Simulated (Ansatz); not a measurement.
# NbN: the cost of one run

Computed with Ansatz 0.2.0 (DFT LDA+U (U = 4 eV, J = 0.5 eV on Nb d), plane waves, PAW, unless a step's input says otherwise).

1 further run of the same task is left out (it didn't finish).

## Step 1: Starting point

It takes space group Fm-3m (No. 225, cubic). The conventional cell has a = 4.389 Å, b = 4.389 Å, c = 4.389 Å, α = 90.00°, β = 90.00°, γ = 90.00°. Nb (site symmetry m-3m) is surrounded by 6 N at 2.19 Å. N (site symmetry m-3m) is surrounded by 6 Nb at 2.19 Å.

As a file:

```cif
data_structure
_symmetry_space_group_name_H-M 'Fm-3m'
_symmetry_Int_Tables_number 225
_cell_length_a 4.3890
_cell_length_b 4.3890
_cell_length_c 4.3890
_cell_angle_alpha 90.000
_cell_angle_beta 90.000
_cell_angle_gamma 90.000
_cell_volume 84.55
loop_
_atom_site_label
_atom_site_type_symbol
_atom_site_symmetry_multiplicity
_atom_site_Wyckoff_symbol
_atom_site_fract_x
_atom_site_fract_y
_atom_site_fract_z
_atom_site_occupancy
Nb1 Nb 4 b 0.00000 0.00000 0.50000 1
N1 N 4 a 0.00000 0.00000 0.00000 1
```

## Step 2: Ferromagnetic start, free, symmetry kept, no search

File input.yaml:

```yaml
crystal:
  lattice:
    - [0.0, 2.19450073, 2.19450073]
    - [2.19450073, 0.0, 2.19450073]
    - [4.38900146, 4.38900146, 0.0]
  atoms:
    - { symbol: Nb, position: [0.5, 0.5, 0.25], spin: 2.0 }
    - { symbol: "N", position: [0.0, 0.0, 0.0] }
    - { symbol: Nb, position: [0.5, 0.5, 0.75], spin: 2.0 }
    - { symbol: "N", position: [0.0, 0.0, 0.5] }
basis:
  ecutwfc: 420
  ecutrho_ratio: 4
kpoints:
  mp_grid: { grid: [7, 7, 7] }
hamiltonian:
  xc: lda
  hubbard:
    sites:
      - { site: 0, l: d, u: 4.0, j: 0.5 }
      - { site: 2, l: d, u: 4.0, j: 0.5 }
scf:
  occupations: { method: gaussian, width: 0.05 }
  lower_state_search: "off"
  max_iter: 150
output:
  forces: true
  stress: true
  eigenvalues: true
  populations: true
  hubbard: { sites: [{ site: 0, l: d }, { site: 2, l: d }] }
magnetization:
  spin_polarized: true
```

Launch:

```bash
$ ansatz run input.yaml --threads 2 --pin off --max-ram 3072MiB --backend cpu --events-out ev --progress --plain --runs-dir out
```

**Question.** How long does this run take on 2 threads of AMD EPYC 9R45 (Zen 5), shared host, and how much memory does it need?

About 3.7 s, with a peak of 0.46 GiB.
